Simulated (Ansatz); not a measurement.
# MnS (P6_3mc) in Ansatz: further runs

One crystal, MnS, is run at these levels: LDA, PBE, PBEsol; tasks: density of states, phonons, single point, equation of state.

Everything below comes from runs of Ansatz 0.2.0. Logs are shortened: lines on timing, memory, paths and dates and some standing lists are left out, and cuts for length are marked.

## Step 1: The structure

It takes space group P6_3mc (No. 186, hexagonal). The conventional cell has a = 3.954 Å, b = 3.954 Å, c = 6.343 Å, α = 90.00°, β = 90.00°, γ = 120.00°. Mn (site symmetry 3m) has 4 S at 2.36 to 2.42 Å as nearest neighbours. Around S (site symmetry 3m) lie 4 Mn at 2.36 to 2.42 Å.

The cell is a database's computed one.

## Step 2: Density of states, LDA, collinear spin, ferromagnetic start

File input.yaml:

```yaml
crystal:
  lattice:
    - [3.9535769233, 0.0, 0.0]
    - [-1.9767884617, 3.4238980514, 0.0]
    - [0.0, 0.0, 6.34252886]
  atoms:
    - { symbol: Mn, position: [0.6666666667, 0.3333333333, 0.49884467], spin: 4.0 }
    - { symbol: Mn, position: [0.3333333333, 0.6666666667, 0.99884467], spin: 4.0 }
    - { symbol: S, position: [0.3333333333, 0.6666666667, 0.6261543] }
    - { symbol: S, position: [0.6666666667, 0.3333333333, 0.1261543] }
hamiltonian:
  xc: lda
  pseudopotentials: { kind: paw }
magnetization:
  spin_polarized: true
kpoints:
  mp_grid: { grid: [8, 8, 4] }
scf:
  occupations: { method: fermi_dirac, width: 0.05 }
  n_extra_bands: 10
output:
  forces: true
  stress: true
  eigenvalues: true
  dos: { projected: false, de: 0.05, nscf_kmesh: { grid: [12, 12, 6] } }
```

Potentials or basis: Ansatz PAW.

The run is started by

```
> ansatz run input.yaml --threads 2 --pin off --max-ram 5120MiB --backend cpu --events-out ev --progress --plain --runs-dir out
```

What it wrote:

```text
Warning: RAYON_NUM_THREADS=2 ignored (pool sized by the plan → 2); use --threads N
scf.n_extra_bands = 10 over 21 filled bands (N_el = 42.0): the run solves 31 bands
Engine: ansatz 0.2.0, x86_64-unknown-linux-gnu
Pseudopotentials: kind: paw
Pseudopotential: Mn, paw, valence charge 15, recommended cutoff 420 eV (normal), Mn.paw.azcp
Pseudopotential: S, paw, valence charge 6, recommended cutoff 420 eV (normal), S.paw.azcp
Functional definition: SPW92
  exchange = slater_x
  correlation = pw_c
Crystal: 4 atoms, lattice volume = 85.857 Å³
Basis set: ecut = 420 eV, 1725 PW (Γ)
Bands: 31, of which v1, the nominal top of the filled ones, is band 21 counted from 1 (20 counted from 0)
Symmetry: 12 space group operations
Space group: P63mc (ITA 186), of the structure as read, at distance tolerance 4.4e-5 Å
Magnetic group: BNS 186.203 (UNI 1433), of the structure as read, at distance tolerance 4.4e-5 Å
k-points: 30 of 256 (time reversal used)
Non-local potential: Mn, projectors of the file, l = 0: 3, l = 1: 2, l = 2: 3, l = 3: 1
Non-local potential: S, projectors of the file, l = 0: 2, l = 1: 2, l = 2: 2
PAW form: soft (Blöchl's): semilocal exchange-correlation on the pseudo side does not see the compensation charge
PAW frozen core: Mn, regenerated for the run's functional, and the local potential with it (the file was generated under x = pbe(κ = 0.804, μ = 0.2195149727645171), c = pbe(β = 0.06672455060314922))
PAW frozen core: S, regenerated for the run's functional, and the local potential with it (the file was generated under x = pbe(κ = 0.804, μ = 0.2195149727645171), c = pbe(β = 0.06672455060314922))
PAW one-centre angular grid: Mn, 590 points (default); XC on 64 Gauss nodes
PAW one-centre angular grid: S, 110 points (default); XC on 64 Gauss nodes
Initial density: superposition of atomic densities (chi_scale 0.1, normalization cell, long waves kept (reshape's long-wave potential 0.00 eV rms))
Starting moments: Σ|m| = 8 μB on 2 of 4 sites
Initial wavefunctions: pseudopotential atomic-orbital guess
Functional: x = slater, c = lda
SCF iter   1: F=—  HF=-9421.776024 eV  |F-HF|=—  |Δ(HF+E_count)|=         —  Δρ=7.48e-2 (↑7.48e-2 ↓1.91e-2)  dr2=4.22e0  dr2_m=1.35e0  M=9.548 μB ∫|m|=9.548 μB  β_m=0.30  ethr=3.10e-3  ⟨swp⟩=5.7  Hψ=7377  notcnv=0
Mixer restart at iter 1: flushing history
preconditioner: auto → Kerker (q_TF=auto, 2.422 Å⁻¹)  [metal: Δε(μ)=0.035 eV  Ē_g=8.016 eV  σ=0.050 eV  W_gap=0.17  n_scr=22 (ndim 8)  ℏωp=20.4 eV  f_vac=0.002  D(μ)=3.12/eV (n_scr^D=22)]
spin=Collinear: Kerker preconditioning applied to the charge; magnetization (m = ρ↑ − ρ↓) channel mixes plain (no charge-response kernel on spin).
SCF iter   2: F=—  HF=-9421.907821 eV  |F-HF|=—  |Δ(HF+E_count)|=   1.32e-1  Δρ=3.95e-2 (↑3.95e-2 ↓1.64e-2)  dr2=1.34e0  dr2_m=4.76e-1  M=9.575 μB ∫|m|=9.575 μB  β_m=0.46  ethr=3.10e-3  ⟨swp⟩=3.0  Hψ=3828  notcnv=0  defer=136
SCF iter   3: F=—  HF=-9422.077827 eV  |F-HF|=—  |Δ(HF+E_count)|=   1.70e-1  Δρ=8.91e-3 (↑8.91e-3 ↓6.75e-3)  dr2=2.54e-1  dr2_m=1.55e-2  M=9.570 μB ∫|m|=9.570 μB  β_m=0.59  ethr=3.10e-3  ⟨swp⟩=2.3  Hψ=2711  notcnv=0  defer=135
SCF iter   4: F=—  HF=-9422.034581 eV  |F-HF|=—  |Δ(HF+E_count)|=         —  Δρ=4.53e-3 (↑4.53e-3 ↓2.68e-3)  dr2=4.05e-2  dr2_m=2.85e-3  M=9.591 μB ∫|m|=9.591 μB  β_m=0.59  ethr=6.05e-4  ⟨swp⟩=2.4  Hψ=2965  notcnv=0  defer=138
Mixer restart at iter 4: flushing history
SCF iter   5: F=—  HF=-9422.032577 eV  |F-HF|=—  |Δ(HF+E_count)|=   2.00e-3  Δρ=1.76e-3 (↑1.76e-3 ↓1.68e-3)  dr2=1.82e-2  dr2_m=5.27e-5  M=9.607 μB ∫|m|=9.607 μB  β_m=0.80  ethr=9.63e-5  ⟨swp⟩=2.5  Hψ=2729  notcnv=0  defer=137
SCF iter   6: F=—  HF=-9422.032502 eV  |F-HF|=—  |Δ(HF+E_count)|=   7.55e-5  Δρ=1.59e-3 (↑1.59e-3 ↓8.96e-4)  dr2=4.45e-3  dr2_m=1.64e-4  M=9.611 μB ∫|m|=9.611 μB  β_m=0.76  ethr=4.33e-5  ⟨swp⟩=2.2  Hψ=2562  notcnv=0  defer=137
SCF iter   7: F=—  HF=-9422.032135 eV  |F-HF|=—  |Δ(HF+E_count)|=   3.67e-4  Δρ=8.30e-4 (↑8.30e-4 ↓2.88e-4)  dr2=5.21e-4  dr2_m=1.18e-4  M=9.621 μB ∫|m|=9.621 μB  β_m=0.86  ethr=1.06e-5  ⟨swp⟩=2.0  Hψ=3459  notcnv=0  defer=137
SCF iter   8: F=—  HF=-9422.032239 eV  |F-HF|=—  |Δ(HF+E_count)|=   1.03e-4  Δρ=1.91e-4 (↑1.27e-4 ↓1.91e-4)  dr2=9.76e-5  dr2_m=1.76e-6  M=9.615 μB ∫|m|=9.615 μB  β_m=0.93  ethr=1.24e-6  ⟨swp⟩=2.5  Hψ=2931  notcnv=0  defer=137
SCF iter   9: F=—  HF=-9422.032268 eV  |F-HF|=—  |Δ(HF+E_count)|=   2.96e-5  Δρ=3.24e-5 (↑2.93e-5 ↓3.24e-5)  dr2=4.60e-6  dr2_m=3.46e-8  M=9.613 μB ∫|m|=9.613 μB  β_m=0.96  ethr=2.32e-7  ⟨swp⟩=2.2  Hψ=2522  notcnv=0  defer=137
SCF iter  10: F=—  HF=-9422.032271 eV  |F-HF|=—  |Δ(HF+E_count)|=   2.42e-6  Δρ=2.32e-5 (↑1.14e-5 ↓2.32e-5)  dr2=7.81e-7  dr2_m=1.44e-7  M=9.613 μB ∫|m|=9.613 μB  β_m=0.98  ethr=1.10e-8  ⟨swp⟩=2.0  Hψ=2402  notcnv=0  defer=137
SCF iter  11: F=—  HF=-9422.032271 eV  |F-HF|=—  |Δ(HF+E_count)|=   2.40e-7  Δρ=4.37e-6 (↑4.37e-6 ↓3.23e-6)  dr2=2.66e-8  dr2_m=7.21e-9  M=9.613 μB ∫|m|=9.613 μB  β_m=0.99  ethr=1.86e-9  ⟨swp⟩=2.0  Hψ=2517  notcnv=0  defer=137
SCF iter  12: F=-9422.032271 eV  HF=-9422.032271 eV  |F-HF|=2.82e-9  |Δ(HF+E_count)|=   1.17e-8  Δρ=2.84e-6 (↑1.97e-6 ↓2.84e-6)  dr2=7.00e-9  dr2_m=3.67e-9  M=9.613 μB ∫|m|=9.613 μB  ethr=6.32e-11  ⟨swp⟩=7.3  Hψ=7413  notcnv=0
SCF 1 converged in 12 iterations: F = -9422.032271 eV  dr2 = 7.00e-9
WARN: an SCF from antiferromagnetic starting moments (-4.21, 4.21, 0.00, 0.00 Bohr magnetons, atom by atom) was not made, by what the run has read of turns of its moments that order reads lower: the deck asks for what bars it, or types moments that do (magnetization.spin_polarized, in the input reference, names some of the keys), or the run goes by scf.lower_state_search: light, the default, which as a rule tries one only behind a close that has lost an order of both signs, or on which an open d or half-filled 4f shell of a PAW file has lost a moment that was set nearer to Hund's than to what is left; or, under a Hubbard U, one that names an f shell that the input leaves bare beside given moments, or a larger moment for a shell of low spin that is given one. standard, with a start from the atoms, tries one behind each close (in a relaxation, ahead of its steps or at their end). To set out from that order, type those moments (crystal.atoms[].spin; where shells were raised to Hund's moment, beside crystal.symmetry.detect: false) under scf.lower_state_search: light. The bands of the close that named these starting moments, or of the one ahead of a search that led to it (under cold or Methfessel-Paxton smearing those of the Gaussian ahead of it) read a cost of -576.38 meV for the turn to them, carried on from a small turn (-576.38 by the pairs of d shells alone)
NSCF: frozen V_eff on 76 k-points
SCF converged after 12 iterations
Magnetization: 9.6132 μB (25.8066 up, 16.1934 down)
Absolute magnetization: 9.6132 μB (∫|ρ↑−ρ↓|, with the PAW one-centre terms)
Spin contamination: 0.0387 ħ² per cell (⟨S²⟩ above its minimum at these occupations)
Per-site moments (μB) at R_I (Å): [(3.991720915042106, 0.9750672638722446), (3.99172091504211, 0.9750672638722446), (0.12923026860206355, 0.9750672638722446), (0.12923026860206424, 0.9750672638722446)]
Free energy (F): -9422.032271 eV
Harris-Foulkes:  -9422.032271 eV  (|F-HF|=2.82e-9)
Internal energy: -9422.010983 eV  (E = F + TS)
E sigma→0 (E₀):  -9422.021627 eV
Entropy (-TS):   -0.021288 eV (-5.322 meV/atom)
Fermi energy:    7.331476 eV
--- Per-component energies (eV) ---
  E_band       = -707.810579
  E_kinetic    = 812.796489
  E_local      = -5572.245349  (includes V_loc(G=0)·N_el)
  E_nonlocal   = 568.594896
  E_hartree    = 2282.197182
  E_xc         = -412.003001
  E_vxc        = -457.920115  (∫ρ·V_xc dr)
  E_paw        = -3632.944626  (= ΣΔE_a)
  E_vpaw       = -623.428282  (= ΣTr[D̂ρ^β])
  E_aug_tail   = -0.000018  (compensation charges beyond the density's cutoff)
  E_ewald      = -3469.480858
  E_core_change = 1.074301  (= ΣΔE_core)
  E_smearing   = -0.021288  (= −TS)
  E_closure    = -0.000000  (closes the sum)
  Σ components = -9422.032271   (vs F -9422.032271, Δ=0.00e0)
--- Forces (eV/Å), atoms counted from 1 ---
  atom   1  Mn     0.00000000    -0.00000000     0.24763695
  atom   2  Mn     0.00000000     0.00000000     0.24763695
  atom   3  S     -0.00000000     0.00000000    -0.24763191
  atom   4  S     -0.00000000    -0.00000000    -0.24763191
  max |Σ_I F_I| component: 1.01e-5 eV/Å
--- Stress (GPa, compression-positive) ---
       -4.773811       0.000000      -0.000000
        0.000000      -4.773811       0.000000
       -0.000000       0.000000      -2.480667
  P = ⅓ Tr σ = -4.0094 GPa (-40.094 kbar)
--- Band table (eV; the first three rows and the last of 60) ---
  k-point 0 ↑: bands = ["-73.6633", "-73.6631", "-42.7748", "-42.7748", "-42.7740", "-42.7740", "-42.7598", "-42.7556", "-6.5967", "-5.8305", "1.5176", "2.5663", "2.6086", "2.6086", "2.7774", "2.7774", "4.2723", "4.2723", "4.5579", "4.5579", "4.7175", "6.7165", "6.7165", "7.7465", "7.8204", "7.8204", "8.4548", "10.1085", "13.0929", "13.0929", "13.5841"]
  k-point 1 ↑: bands = ["-73.6633", "-73.6632", "-42.7746", "-42.7746", "-42.7741", "-42.7741", "-42.7592", "-42.7562", "-6.4951", "-5.9549", "1.6325", "2.3707", "2.6217", "2.6217", "2.7398", "2.7398", "4.3278", "4.3278", "4.5333", "4.5333", "5.0894", "6.8602", "6.8602", "6.9765", "7.6408", "7.6408", "9.3135", "10.1227", "13.1306", "13.1504", "13.1504"]
  k-point 2 ↑: bands = ["-73.6632", "-73.6632", "-42.7744", "-42.7744", "-42.7744", "-42.7744", "-42.7577", "-42.7577", "-6.2363", "-6.2363", "1.9627", "1.9627", "2.6689", "2.6689", "2.6689", "2.6689", "4.4452", "4.4452", "4.4452", "4.4452", "5.9770", "5.9770", "7.2331", "7.2331", "7.2331", "7.2331", "10.0350", "10.0350", "13.1281", "13.1281", "13.4382"]
  k-point 29 ↓: bands = ["-69.2974", "-69.2974", "-38.5206", "-38.5206", "-38.5190", "-38.5190", "-38.5105", "-38.5105", "-5.3756", "-5.3756", "2.4487", "2.4487", "3.2988", "3.2988", "4.3052", "4.3052", "7.5733", "7.5733", "8.0768", "8.0768", "8.4104", "8.4104", "8.6222", "8.6222", "9.1354", "9.1354", "12.8507", "12.8507", "13.8669", "13.8669", "14.5383"]
```

It took 10 s on 2 threads of AMD EPYC 9B14 (Zen 4), shared host; peak memory 0.51 GiB.

What came out:

```
Free energy                          : -9422.0323 eV
Pressure                             : -4.0 GPa
Largest force                        : 0.248 eV/Å
Band gap on the k mesh               : none (metal or under the smearing width)
Net moment                           : 9.61 μB per cell
Absolute moment                      : 9.61 μB per cell
Site moments                         : Mn +3.99; S +0.13 μB
Density of states at the Fermi level : 2.89 states/eV per cell
```

Forces in eV/Å, atoms in the order of the input:
```
Mn   0.000  0.000  0.248
Mn   0.000  0.000  0.248
S    0.000  0.000 -0.248
S    0.000  0.000 -0.248
```

Stress tensor (GPa, compression positive):
```
-4.77  0.00  0.00
 0.00 -4.77  0.00
 0.00  0.00 -2.48
```

Levels at points of the mesh, in eV from the Fermi level:
Spin up:
| k point | band 23 | band 24 | band 25 | band 26 | band 27 | band 28 | band 29 | band 30 |
| --- | --- | --- | --- | --- | --- | --- | --- | --- |
| (0.00, 0.00, 0.00) | -0.61 | 0.42 | 0.49 | 0.49 | 1.12 | 2.78 | 5.76 | 5.76 |
| (0.00, 0.00, -0.50) | -0.10 | -0.10 | -0.10 | -0.10 | 2.70 | 2.70 | 5.80 | 5.80 |
| (0.00, -0.50, 0.00) | -2.12 | -2.04 | -0.94 | -0.52 | 3.53 | 3.71 | 4.45 | 6.26 |
| (0.00, -0.50, -0.50) | -1.26 | -1.26 | -1.13 | -1.13 | 3.12 | 3.12 | 5.17 | 5.17 |
Spin down:
```tsv
k point	band 13	band 14	band 15	band 16	band 17	band 18	band 19	band 20
(0.00, 0.00, 0.00)	-3.23	-3.23	-3.20	-3.20	0.39	0.39	0.72	0.89
(0.00, 0.00, -0.50)	-3.23	-3.23	-3.23	-3.23	0.71	0.71	0.71	0.71
(0.00, -0.50, 0.00)	-4.00	-3.38	-3.29	-3.17	-0.03	0.15	0.63	0.80
(0.00, -0.50, -0.50)	-3.33	-3.33	-3.24	-3.24	0.45	0.45	0.79	0.79
```

States per cell in windows of 0.5 eV (zero at the Fermi level; states under -8 eV left out):
```csv
from (eV),up,down
-8.0,0.00,0.00
-7.5,0.00,0.00
-7.0,0.00,0.00
-6.5,0.00,0.00
-6.0,0.86,0.00
-5.5,1.08,0.07
-5.0,2.28,1.39
-4.5,1.78,0.53
-4.0,0.00,1.08
-3.5,0.52,2.89
-3.0,3.60,0.04
-2.5,1.47,0.00
-2.0,1.21,0.00
-1.5,1.02,0.00
-1.0,1.32,0.00
-0.5,0.63,0.02
0.0,0.23,1.64
0.5,0.00,2.57
1.0,0.00,1.79
1.5,0.01,2.11
2.0,0.04,1.47
2.5,0.10,0.37
3.0,0.44,0.10
3.5,0.67,0.13
4.0,0.52,0.32
4.5,0.38,0.50
5.0,0.98,0.63
5.5,0.75,0.40
6.0,0.81,0.89
6.5,0.26,0.97
7.0,0.03,0.73
7.5,0.00,0.34
```

Caveat: the magnetic or orbital state may not be the lowest; semilocal functionals often make such compounds metallic where correlation or magnetic order opens a gap, which also shifts bond lengths; only a ferromagnetic start was run, and an antiferromagnetic order may lie lower in energy; the PAW data sets come from PBE, with cores solved anew for the run's functional, which leaves a small shift of forces and pressure. With open d or f shells a metallic result of LDA can be an artefact of self-interaction; +U or a hybrid may open a gap.

## Step 3: Phonons, PBE, collinear spin, ferromagnetic start

input.yaml: that of step 2 with these lines changed.

```diff
@@ -11,3 +11,3 @@
 hamiltonian:
-  xc: lda
+  xc: pbe
   pseudopotentials: { kind: paw }
@@ -16,10 +16,6 @@
 kpoints:
-  mp_grid: { grid: [8, 8, 4] }
+  mp_grid: { grid: [7, 7, 4] }
 scf:
   occupations: { method: fermi_dirac, width: 0.05 }
-  n_extra_bands: 10
-output:
-  forces: true
-  stress: true
-  eigenvalues: true
-  dos: { projected: false, de: 0.05, nscf_kmesh: { grid: [12, 12, 6] } }
+phonons:
+  method: dfpt
```

Potentials or basis: Ansatz PAW.

The run is started by

```
> ansatz run input.yaml --threads 2 --pin off --max-ram 5120MiB --backend cpu --events-out ev --progress --plain --runs-dir out
```

What it wrote:

```text
Warning: RAYON_NUM_THREADS=2 ignored (pool sized by the plan → 2); use --threads N
[... 4 set-up lines as earlier in the session ...]
Functional definition: PBE
  parameter kappa = 0.804
  parameter beta = 0.06672455060314922
[... 65 lines left out ...]
  k-point 1 ↑: bands = ["-74.1814", "-74.1813", "-42.9377", "-42.9377", "-42.9372", "-42.9372", "-42.9241", "-42.9212", "-6.1993", "-5.6645", "1.9645", "2.6474", "2.8845", "2.8845", "3.0061", "3.0061", "4.5103", "4.5103", "4.7097", "4.7097", "5.2950", "7.1051", "7.1051", "7.2341", "7.8854", "7.8854", "9.7269", "10.5302", "13.5123", "13.5123"]
  k-point 2 ↑: bands = ["-74.1813", "-74.1813", "-42.9374", "-42.9374", "-42.9374", "-42.9374", "-42.9226", "-42.9226", "-5.9429", "-5.9429", "2.2677", "2.2677", "2.9334", "2.9334", "2.9334", "2.9334", "4.6239", "4.6239", "4.6239", "4.6239", "6.2024", "6.2024", "7.4793", "7.4793", "7.4793", "7.4793", "10.4577", "10.4577", "13.5237", "13.5237"]
  k-point 59 ↓: bands = ["-69.5143", "-69.5142", "-38.3588", "-38.3584", "-38.3569", "-38.3561", "-38.3534", "-38.3516", "-5.3811", "-5.1317", "2.8295", "3.0068", "3.8281", "4.0923", "4.2724", "4.5146", "7.9780", "8.2468", "8.5638", "8.7234", "8.7859", "9.0308", "9.3477", "9.5411", "9.9091", "10.0632", "12.4932", "13.4416", "13.8696", "14.5674"]
--- Phonons (Γ-DFPT): 4 representative perturbations + reference, on 60 of 196 k-points (Σ response iterations 12) ---
  k mesh reduced under 2 symmetry operations, with k and −k counted as one. Each operation leaves every solved perturbation unchanged. A smaller set is not used because it would not reduce the number of displacements times k-points to solve
  ASR residual: 5.224e-4 → 0.000e0 eV/Å²; symmetrization residual: 4.000e-6 eV/Å²
  ASR residual per site (eV/Å²): 5.22e-4 5.22e-4 3.42e-5 3.42e-5
  Γ frequencies (cm⁻¹): 0.00 0.00 0.00 47.71 47.71 196.29 267.17 267.17 270.36 270.36 295.39 316.60
  non-analytic LO–TO correction: not included (Born effective charges unavailable; polar crystals: no LO–TO splitting at Γ)
```

second_order_force_constants.tsv:

```text
# format = ansatz-second-order-force-constants/2
# a1_ang = 3.953576923303625e0 2.886756605631572e-11 0e0
[... 42 lines left out ...]
1	1	0	0	0	1	5.266773905739665e0	4.004333489238764e-16	1.9056601723314637e-15	4.0043334892387645e-16	5.266773905739664e0	3.567089005820598e-17	1.9056601723314637e-15	3.5670890058205987e-17	8.224133889623431e0
[... 8 lines left out ...]
3	2	0	0	0	2	-2.62828508451387e-1	-1.8503751061785934e-17	-3.345566866162729e-16	-1.8503754969520954e-17	-2.6282850845138694e-1	-1.78009502189252e-18	-3.345566802727449e-16	-1.7801079810554455e-18	-2.0280462629291307e0
3	3	0	0	0	3	5.577134517179908e0	4.226954847946633e-16	1.9906487703751128e-15	4.226954847946632e-16	5.577134517179907e0	3.7773031170120344e-17	1.9906487703751128e-15	3.777303117012034e-17	8.52428824243102e0
```

It took 49 s on 2 threads of AMD EPYC 9B14 (Zen 4), shared host; peak memory 1.1 GiB.

Results:

```yaml
Free_energy: -9603.6788 eV
Band_gap_on_the_k_mesh: none (metal or under the smearing width)
Net_moment: 9.84 μB per cell
Absolute_moment: 9.84 μB per cell
Site_moments: Mn +4.10; S +0.13 μB
Highest_phonon_frequency_at_Γ: 317 cm⁻¹
```

Levels at points of the mesh, in eV from the Fermi level:
Spin up:
```csv
k point,band 24,band 25,band 26,band 27,band 28,band 29
"(0.00, 0.00, 0.00)",0.18,0.25,0.25,1.07,2.69,5.64
"(0.00, 0.00, -0.50)",-0.34,-0.34,-0.34,2.64,2.64,5.71
```
Spin down:
```csv
k point,band 12,band 13,band 14,band 15,band 16,band 17,band 18,band 19,band 20,band 21
"(0.00, 0.00, 0.00)",-3.42,-3.40,-3.40,-3.38,-3.38,0.50,0.50,0.80,1.00,1.00
"(0.00, 0.00, -0.50)",-4.52,-3.40,-3.40,-3.40,-3.40,0.82,0.82,0.82,0.82,1.79
```

Phonon frequencies in cm⁻¹ (negative: imaginary):
| q point | frequencies |
| --- | --- |
| (0.000, 0.000, 0.000) | 0 0 0 48 48 196 267 267 270 270 295 317 |

Caveat: semilocal functionals often make such compounds metallic where correlation or magnetic order opens a gap, which also shifts bond lengths; only a ferromagnetic start was run, and an antiferromagnetic order may lie lower in energy.

## Step 4: Single point, PBEsol, collinear spin, ferromagnetic start, 20.18 Å³/atom (volume scaled by 0.94)

File input.yaml:

```yaml
crystal:
  lattice:
    - [3.8728690338, 0.0, 0.0]
    - [-1.936434517, 3.3540029688, 0.0]
    - [0.0, 0.0, 6.2130531654]
  atoms:
    - { symbol: Mn, position: [0.6666666667, 0.3333333333, 0.49884467], spin: 4.0 }
    - { symbol: Mn, position: [0.3333333333, 0.6666666667, 0.99884467], spin: 4.0 }
    - { symbol: S, position: [0.3333333333, 0.6666666667, 0.6261543] }
    - { symbol: S, position: [0.6666666667, 0.3333333333, 0.1261543] }
hamiltonian:
  xc: pbesol
  pseudopotentials: { kind: paw }
magnetization:
  spin_polarized: true
kpoints:
  mp_grid: { grid: [8, 8, 4] }
scf:
  occupations: { method: fermi_dirac, width: 0.05 }
output:
  forces: true
  stress: true
  eigenvalues: true
```

The run is started by

```
> ansatz run input.yaml --threads 2 --pin off --max-ram 5120MiB --backend cpu --events-out ev --progress --plain --runs-dir out
```

Wall time 5.3 s (2 threads of AMD EPYC 9B14 (Zen 4), shared host); peak memory 0.47 GiB.

Results (log left out):

```yaml
Free_energy: -9508.6112 eV
Pressure: 2.5 GPa
Largest_force: 0.330 eV/Å
Band_gap_on_the_k_mesh: none (metal or under the smearing width)
Net_moment: 9.49 μB per cell
Absolute_moment: 9.49 μB per cell
Site_moments: Mn +3.91; S +0.11 μB
```

Caveat: the magnetic or orbital state may not be the lowest; semilocal functionals often make such compounds metallic where correlation or magnetic order opens a gap, which also shifts bond lengths; only a ferromagnetic start was run, and an antiferromagnetic order may lie lower in energy; the PAW data sets come from PBE, with cores solved anew for the run's functional, which leaves a small shift of forces and pressure.

[end of part 1 of 2]
